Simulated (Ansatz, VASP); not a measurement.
**Moving the dispersion correction in MgS**

The cell as given:

```cif
data_structure
_symmetry_space_group_name_H-M 'P 1'
_symmetry_Int_Tables_number 1
_cell_length_a 3.6793
_cell_length_b 3.6793
_cell_length_c 3.6793
_cell_angle_alpha 60.000
_cell_angle_beta 60.000
_cell_angle_gamma 60.000
_cell_volume 35.22
loop_
_atom_site_label
_atom_site_type_symbol
_atom_site_fract_x
_atom_site_fract_y
_atom_site_fract_z
_atom_site_occupancy
S1 S 0.50000 0.50000 0.50000 1
Mg1 Mg 0.00000 0.00000 0.00000 1
```

Kept alike: task relaxation of cell and atoms; functional PBE; k mesh 9 × 9 × 9; occupations fermi-dirac, width 0.05 eV; no spin polarisation. Program: Ansatz, Ansatz PAW, cutoff 420 eV. The mesh is that of the run's cell of 2 atoms. No spin-orbit coupling.

```csv
dispersion correction,volume (Å³/atom)
D3(BJ),17.122
D4,17.285
none,17.879
```

The relaxations keep at least the cell's symmetry (Fm-3m). Relaxations stop with a little pressure left, so the last digits of a volume or edge aren't settled.

Question: What does the dispersion correction change here?

Answer: The volume runs from 17.122 (D3(BJ)) to 17.879 Å³/atom (none). Against no correction: D3(BJ) -4.2 %; D4 -3.3 %. Dispersion terms mostly attract and so lower the volume; the schemes' coefficients and damping set how far. A twin series (VASP, PBE PAW files Mg, S, 600 eV) moves it by +0.7482 between D3(BJ) and none, against +0.7570 Å³/atom here.
